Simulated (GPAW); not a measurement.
The system is Cr.

```
CELL_PARAMETERS angstrom
2.71400 0.00000 0.00000
-1.35700 2.35039 0.00000
0.00000 0.00000 4.41000
ATOMIC_POSITIONS crystal
Cr 0.66667 0.33333 0.75000
Cr 0.33333 0.66667 0.25000
```

This isn't the form of Cr at room conditions, which is bcc.

Base run:

```yaml
Program: GPAW 26.7.0
Functional: PBEsol
Potentials_or_basis: PAW data sets generated in the run's folder for this functional
Cutoff: 600 eV
Basis: pw
k_mesh: 10 × 10 × 5
Occupations: fermi-dirac, width 0.05 eV
Spin: collinear spin, ferromagnetic start
Starting_moments: "[3.0, 3.0] μB"
Hubbard_terms: Cr d U = 3 eV
```

Its results: pressure 37.2 GPa; net moment 8.28 μB per cell; site moments Cr +3.59 μB.

The run is repeated on the same cell with these changes: hubbard terms from Cr d U = 3 eV to Cr d U = 8 eV. What comes out?

Pressure 53.3 GPa; net moment 9.58 μB per cell; site moments Cr +4.15 μB.

Caveats: a pressure of tens of GPa on the cell as given is suspect, and the run, the potentials or the cell itself is likely at fault; the U is typed as a test and isn't derived for this compound.
